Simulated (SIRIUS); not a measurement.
Runs of SIRIUS 7.12.0 on Cu. The structure is cubic, space group Fm-3m (No. 225). The conventional cell has a = 3.615 Å, b = 3.615 Å, c = 3.615 Å, α = 90.00°, β = 90.00°, γ = 90.00°. Cu (site symmetry m-3m) has 12 Cu at 2.56 Å as nearest neighbours. 

| level | V0 of scaled cells (Å³/atom) | B0 (GPa) |
| --- | --- | --- |
| PBE+D3(BJ) | 11.29 | 173 |
| PBE+D3 | 11.29 | 170 |
| PBE+D4 | 11.38 | (b) |
| PBE | 11.92 | (a) |

Alike in all rows: task equation of state; potentials or basis all-electron FP-LAPW, apw+lo standard; no spin polarisation; cell as given; k mesh 13 × 13 × 13; cutoff (eV) 194; smearing fermi-dirac 0.05 eV.

Task: Estimate the missing entries.

Result: (a) 142; (b) 169.
